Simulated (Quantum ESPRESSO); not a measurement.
Ge:

```
CELL_PARAMETERS angstrom
-2.49590 2.65086 1.43695
2.49590 -2.65086 1.43695
2.49590 2.65086 -1.43695
ATOMIC_POSITIONS crystal
Ge 0.31406 0.06406 0.25000
Ge 0.68594 0.93594 0.75000
```

This isn't the form of Ge at room conditions, which is diamond.

```yaml
Program: Quantum ESPRESSO 7.5
Task: Wannier functions
Functional: LDA
Potentials_or_basis: PseudoDojo 0.4.1 SR LDA standard
Cutoff: 1061 eV
Density_cutoff: 4245 eV
k_mesh: 9 × 9 × 9
Occupations: fermi-dirac, width 0.05 eV
Spin: no spin polarisation
Form_of_the_LDA_correlation: PW92
Mixing_beta: 0.5
Most_SCF_iterations: 120
SCF_threshold: 4e-10 Ry
k_mesh_for_the_Wannier_functions: 7 × 7 × 7
```

Start: SCDM with an erfc weight, μ = 3.0 eV over the reference level, σ = 2.0 eV, one function for each orbital of the shells Ge sp; the lowest 10 bands are left out. The reference level is the Fermi level, or the middle of the gap.

Q: With SCDM with an erfc weight, how many functions result, how localised are they, and how well do they interpolate the bands?

A: 8 functions with spreads from 2.35 to 4.47 Å², 24.7 Å² in all; they miss the direct bands by 39 meV (root mean square).

Wannier functions:
| function | nearest atom | distance (Å) | spread (Å²) | on-site energy from the reference level (eV) |
| --- | --- | --- | --- | --- |
| 1 | 1 Ge | 0.52 | 3.02 | -1.22 |
| 2 | 1 Ge | 0.53 | 2.93 | -1.33 |
| 3 | 2 Ge | 0.66 | 2.99 | -0.94 |
| 4 | 2 Ge | 0.67 | 2.96 | -1.15 |
| 5 | 1 Ge | 0.39 | 4.47 | 1.46 |
| 6 | 2 Ge | 0.66 | 3.28 | -0.44 |
| 7 | 2 Ge | 0.51 | 2.67 | -0.17 |
| 8 | 1 Ge | 0.63 | 2.35 | -0.52 |

Parts of the spread (Å²): invariant 18.31, diagonal 0.151, off-diagonal 6.20, total 24.66. Against the direct bands the interpolation misses by 39 meV (root mean square) and 161 meV at most, for states up to 1 eV over the reference level.
